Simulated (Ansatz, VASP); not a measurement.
## Ru in VASP and in Ansatz

```xyz
1
Lattice="2.5122 0.0000 0.0000 0.0000 2.5122 0.0000 0.0000 0.0000 2.5122" Properties=species:S:1:pos:R:3 pbc="T T T"
Ru    0.0000    0.0000    0.0000
```

Alike in both runs: task single point; functional PBE; k mesh 14 × 14 × 14; occupations fermi-dirac, width 0.1 eV; no spin polarisation.

```csv
,VASP,Ansatz
version,VASP 6.6.1,Ansatz 0.2.0
potentials or method,"VASP PAW PBE potentials, release 64 (Ru_pv)","plane waves (420 eV) with PAW, scalar-relativistic"
plane-wave cutoff (eV),520,420
valence electrons in the cell,14,16
```

VASP gave:

```
pressure (GPa) : 0.3
```

Task: Estimate Ansatz's values.

Result: Pressure (GPa): 0.2.

The two sets of potentials don't hold the same shells in valence.
